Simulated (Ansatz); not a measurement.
Born–Oppenheimer molecular dynamics of a periodic cell of 12 atoms, Pd (surface Pd(111)). It starts from a relaxed structure.

All numbers below come from DFT LDA, scalar-relativistic, plane waves, PAW (Ansatz 0.2.0). Settings: PAW set soft_1, cutoff 420 eV, k mesh 3x3x1, fermi-dirac smearing 0.1 eV, no spin polarisation.

```
ensemble        : NVT, Langevin thermostat
time step       : 3 fs
steps asked     : 300
set temperature : 1200 K
friction        : 0.01 /fs
atoms held      : 1 to 4
seed            : 651866
```

Frames 6 fs apart, positions in Å, forces in eV/Å.

Velocities at 150.0 fs (Å/ps):

```
Pd 0.00 0.00 0.00
Pd 0.00 0.00 0.00
Pd 0.00 0.00 0.00
Pd 0.00 0.00 0.00
Pd -1.05 -0.15 0.82
Pd -3.71 2.74 -1.84
Pd 5.67 -1.37 5.56
Pd -1.70 -0.11 2.17
Pd 1.76 1.11 -0.43
Pd 0.50 1.63 0.97
Pd -1.38 1.21 0.30
Pd 2.19 3.28 -1.18
```

```xyz
12
Lattice="5.5013 0.0000 0.0000 2.7506 4.7643 0.0000 0.0000 0.0000 16.4918" Properties=species:S:1:pos:R:3:forces:R:3 time_fs=150.0 energy_less_start_eV=0.986 T=682
Pd 1.375 0.794 1.000 0.00 -0.01 -0.23
Pd 4.126 0.794 1.000 0.62 -0.32 -1.00
Pd 2.751 3.176 1.000 0.18 0.25 -0.49
Pd 5.501 3.176 1.000 0.08 0.31 -0.31
Pd 0.136 1.755 3.138 -0.01 -0.92 0.59
Pd 2.992 1.604 3.022 -1.16 0.49 2.04
Pd 1.578 4.027 3.148 -0.39 0.13 0.72
Pd 4.210 4.076 3.199 -0.04 -0.19 0.31
Pd -0.145 -0.104 5.661 1.09 0.38 -1.10
Pd 2.764 0.098 5.275 -0.01 -0.27 0.21
Pd 1.390 2.376 5.298 0.59 -0.18 0.09
Pd 4.307 2.355 5.478 -0.96 0.32 -0.83
12
Lattice="5.5013 0.0000 0.0000 2.7506 4.7643 0.0000 0.0000 0.0000 16.4918" Properties=species:S:1:pos:R:3:forces:R:3 time_fs=156.0 energy_less_start_eV=0.959 T=921
Pd 1.375 0.794 1.000 -0.03 -0.05 -0.19
Pd 4.126 0.794 1.000 0.61 -0.39 -0.81
Pd 2.751 3.176 1.000 0.14 0.33 -0.53
Pd 5.501 3.176 1.000 0.11 0.34 -0.20
Pd 0.130 1.754 3.144 -0.03 -0.87 0.46
Pd 2.969 1.619 3.012 -0.91 0.20 2.13
Pd 1.615 4.018 3.186 -0.80 0.35 0.37
Pd 4.202 4.073 3.210 0.22 -0.12 0.21
Pd -0.126 -0.097 5.661 0.99 0.42 -1.04
Pd 2.770 0.107 5.277 0.05 -0.16 0.17
Pd 1.378 2.382 5.303 0.79 -0.20 0.18
Pd 4.322 2.383 5.464 -1.13 0.18 -0.75
12
Lattice="5.5013 0.0000 0.0000 2.7506 4.7643 0.0000 0.0000 0.0000 16.4918" Properties=species:S:1:pos:R:3:forces:R:3 time_fs=162.0 energy_less_start_eV=0.944 T=1046
Pd 1.375 0.794 1.000 -0.04 -0.10 -0.18
Pd 4.126 0.794 1.000 0.58 -0.44 -0.64
Pd 2.751 3.176 1.000 0.10 0.41 -0.55
Pd 5.501 3.176 1.000 0.13 0.36 -0.10
Pd 0.126 1.747 3.144 -0.05 -0.78 0.44
Pd 2.949 1.635 3.006 -0.68 -0.10 2.17
Pd 1.650 4.008 3.227 -1.18 0.52 0.05
Pd 4.198 4.069 3.221 0.47 -0.05 0.09
Pd -0.099 -0.085 5.659 0.86 0.45 -0.96
Pd 2.776 0.117 5.284 0.13 -0.10 0.13
Pd 1.371 2.380 5.314 0.88 -0.17 0.22
Pd 4.330 2.417 5.448 -1.20 0.00 -0.67
12
Lattice="5.5013 0.0000 0.0000 2.7506 4.7643 0.0000 0.0000 0.0000 16.4918" Properties=species:S:1:pos:R:3:forces:R:3 time_fs=168.0 energy_less_start_eV=0.937 T=1084
Pd 1.375 0.794 1.000 -0.03 -0.15 -0.15
Pd 4.126 0.794 1.000 0.54 -0.47 -0.47
Pd 2.751 3.176 1.000 0.07 0.46 -0.51
Pd 5.501 3.176 1.000 0.14 0.39 -0.03
Pd 0.130 1.744 3.142 -0.11 -0.74 0.42
Pd 2.930 1.645 3.008 -0.45 -0.31 2.09
Pd 1.681 4.000 3.269 -1.48 0.67 -0.28
Pd 4.198 4.066 3.238 0.69 0.03 -0.11
Pd -0.072 -0.066 5.649 0.75 0.46 -0.84
Pd 2.788 0.131 5.293 0.17 -0.07 0.10
Pd 1.365 2.382 5.324 0.97 -0.15 0.28
Pd 4.335 2.444 5.422 -1.26 -0.13 -0.52
12
Lattice="5.5013 0.0000 0.0000 2.7506 4.7643 0.0000 0.0000 0.0000 16.4918" Properties=species:S:1:pos:R:3:forces:R:3 time_fs=174.0 energy_less_start_eV=0.955 T=907
Pd 1.375 0.794 1.000 0.00 -0.19 -0.13
Pd 4.126 0.794 1.000 0.46 -0.45 -0.27
Pd 2.751 3.176 1.000 0.05 0.48 -0.45
Pd 5.501 3.176 1.000 0.13 0.42 0.01
Pd 0.138 1.741 3.136 -0.20 -0.70 0.42
Pd 2.909 1.657 3.019 -0.18 -0.52 1.90
Pd 1.706 3.993 3.307 -1.75 0.83 -0.56
Pd 4.196 4.061 3.250 0.94 0.13 -0.24
Pd -0.045 -0.040 5.641 0.69 0.43 -0.72
Pd 2.806 0.149 5.306 0.13 -0.07 0.03
Pd 1.357 2.392 5.336 1.11 -0.17 0.34
Pd 4.347 2.464 5.396 -1.38 -0.18 -0.35
12
Lattice="5.5013 0.0000 0.0000 2.7506 4.7643 0.0000 0.0000 0.0000 16.4918" Properties=species:S:1:pos:R:3:forces:R:3 time_fs=180.0 energy_less_start_eV=0.984 T=981
Pd 1.375 0.794 1.000 0.03 -0.21 -0.08
Pd 4.126 0.794 1.000 0.38 -0.40 -0.07
Pd 2.751 3.176 1.000 0.04 0.45 -0.38
Pd 5.501 3.176 1.000 0.12 0.42 0.07
Pd 0.153 1.741 3.140 -0.35 -0.67 0.34
Pd 2.895 1.670 3.039 0.05 -0.72 1.62
Pd 1.726 3.993 3.334 -2.02 0.96 -0.79
Pd 4.186 4.056 3.259 1.27 0.27 -0.33
Pd -0.024 -0.014 5.634 0.71 0.41 -0.61
Pd 2.834 0.166 5.315 -0.01 -0.06 -0.02
Pd 1.357 2.406 5.344 1.24 -0.21 0.44
Pd 4.360 2.486 5.379 -1.45 -0.23 -0.19
12
Lattice="5.5013 0.0000 0.0000 2.7506 4.7643 0.0000 0.0000 0.0000 16.4918" Properties=species:S:1:pos:R:3:forces:R:3 time_fs=186.0 energy_less_start_eV=1.012 T=953
Pd 1.375 0.794 1.000 0.06 -0.23 -0.03
Pd 4.126 0.794 1.000 0.32 -0.36 0.10
Pd 2.751 3.176 1.000 0.03 0.42 -0.29
Pd 5.501 3.176 1.000 0.11 0.42 0.13
Pd 0.170 1.743 3.145 -0.50 -0.66 0.30
Pd 2.881 1.683 3.060 0.24 -0.90 1.34
Pd 1.736 3.998 3.358 -2.18 1.06 -1.02
Pd 4.179 4.044 3.271 1.50 0.45 -0.50
Pd -0.002 0.016 5.627 0.73 0.40 -0.51
Pd 2.866 0.177 5.318 -0.17 -0.01 -0.01
Pd 1.361 2.423 5.353 1.28 -0.26 0.52
Pd 4.366 2.513 5.368 -1.41 -0.34 -0.02
12
Lattice="5.5013 0.0000 0.0000 2.7506 4.7643 0.0000 0.0000 0.0000 16.4918" Properties=species:S:1:pos:R:3:forces:R:3 time_fs=192.0 energy_less_start_eV=1.012 T=984
Pd 1.375 0.794 1.000 0.10 -0.26 -0.02
Pd 4.126 0.794 1.000 0.26 -0.31 0.24
Pd 2.751 3.176 1.000 0.02 0.38 -0.23
Pd 5.501 3.176 1.000 0.10 0.40 0.18
Pd 0.194 1.735 3.148 -0.72 -0.57 0.33
Pd 2.865 1.695 3.082 0.48 -1.04 1.07
Pd 1.739 4.003 3.371 -2.26 1.13 -1.15
Pd 4.175 4.033 3.276 1.66 0.58 -0.64
Pd 0.021 0.054 5.615 0.72 0.36 -0.45
Pd 2.894 0.188 5.320 -0.31 0.04 0.01
Pd 1.371 2.445 5.369 1.27 -0.27 0.53
Pd 4.368 2.542 5.358 -1.33 -0.45 0.13
12
Lattice="5.5013 0.0000 0.0000 2.7506 4.7643 0.0000 0.0000 0.0000 16.4918" Properties=species:S:1:pos:R:3:forces:R:3 time_fs=198.0 energy_less_start_eV=0.997 T=1048
Pd 1.375 0.794 1.000 0.15 -0.27 0.01
Pd 4.126 0.794 1.000 0.21 -0.25 0.34
Pd 2.751 3.176 1.000 0.03 0.30 -0.14
Pd 5.501 3.176 1.000 0.09 0.37 0.24
Pd 0.218 1.723 3.152 -0.88 -0.43 0.32
Pd 2.860 1.702 3.110 0.61 -1.09 0.75
Pd 1.747 4.017 3.372 -2.36 1.07 -1.16
Pd 4.175 4.019 3.281 1.83 0.74 -0.83
Pd 0.051 0.093 5.606 0.64 0.28 -0.45
Pd 2.918 0.198 5.321 -0.38 0.05 0.05
Pd 1.380 2.467 5.380 1.25 -0.21 0.50
Pd 4.367 2.563 5.341 -1.19 -0.56 0.36
12
Lattice="5.5013 0.0000 0.0000 2.7506 4.7643 0.0000 0.0000 0.0000 16.4918" Properties=species:S:1:pos:R:3:forces:R:3 time_fs=204.0 energy_less_start_eV=0.969 T=912
Pd 1.375 0.794 1.000 0.20 -0.28 0.00
Pd 4.126 0.794 1.000 0.16 -0.20 0.41
Pd 2.751 3.176 1.000 0.03 0.23 -0.07
Pd 5.501 3.176 1.000 0.10 0.33 0.27
Pd 0.242 1.706 3.153 -1.02 -0.25 0.38
Pd 2.853 1.703 3.137 0.75 -1.05 0.45
Pd 1.757 4.036 3.365 -2.37 0.92 -1.08
Pd 4.187 4.003 3.278 1.83 0.88 -0.99
Pd 0.069 0.134 5.599 0.60 0.15 -0.48
Pd 2.933 0.198 5.317 -0.42 0.07 0.13
Pd 1.395 2.483 5.393 1.17 -0.11 0.39
Pd 4.364 2.583 5.323 -1.04 -0.67 0.59
12
Lattice="5.5013 0.0000 0.0000 2.7506 4.7643 0.0000 0.0000 0.0000 16.4918" Properties=species:S:1:pos:R:3:forces:R:3 time_fs=210.0 energy_less_start_eV=0.928 T=1099
Pd 1.375 0.794 1.000 0.24 -0.29 -0.06
Pd 4.126 0.794 1.000 0.13 -0.16 0.42
Pd 2.751 3.176 1.000 0.03 0.18 -0.05
Pd 5.501 3.176 1.000 0.13 0.28 0.25
Pd 0.261 1.687 3.150 -1.11 -0.02 0.48
Pd 2.846 1.704 3.152 0.88 -0.97 0.27
Pd 1.771 4.061 3.353 -2.33 0.68 -0.94
Pd 4.209 3.988 3.264 1.71 0.96 -1.08
Pd 0.087 0.172 5.588 0.54 0.02 -0.50
Pd 2.943 0.193 5.308 -0.38 0.14 0.21
Pd 1.419 2.498 5.403 1.03 0.00 0.24
Pd 4.361 2.605 5.307 -0.88 -0.80 0.75
12
Lattice="5.5013 0.0000 0.0000 2.7506 4.7643 0.0000 0.0000 0.0000 16.4918" Properties=species:S:1:pos:R:3:forces:R:3 time_fs=216.0 energy_less_start_eV=0.868 T=1188
Pd 1.375 0.794 1.000 0.29 -0.28 -0.13
Pd 4.126 0.794 1.000 0.09 -0.11 0.38
Pd 2.751 3.176 1.000 0.03 0.11 -0.04
Pd 5.501 3.176 1.000 0.17 0.23 0.21
Pd 0.269 1.666 3.146 -1.09 0.31 0.60
Pd 2.841 1.700 3.169 0.93 -0.79 0.08
Pd 1.785 4.096 3.328 -2.35 0.30 -0.72
Pd 4.229 3.980 3.240 1.63 0.90 -0.97
Pd 0.099 0.214 5.574 0.52 -0.14 -0.52
Pd 2.947 0.185 5.296 -0.35 0.18 0.29
Pd 1.448 2.518 5.407 0.83 0.09 0.06
Pd 4.353 2.620 5.298 -0.70 -0.80 0.77
```

Of the whole run (900 fs, mean temperature of the second half 1102 K): A run of 0.9 ps of so small a system gives no equilibrium averages. Limits of this set-up: coarse k mesh, thin slab, slab without dipole correction, PAW files made for another functional.

Time of the run: 23 min on 4 threads of AMD EPYC 7B13 (Zen 3), on a shared host, peak memory 1.5 GiB.
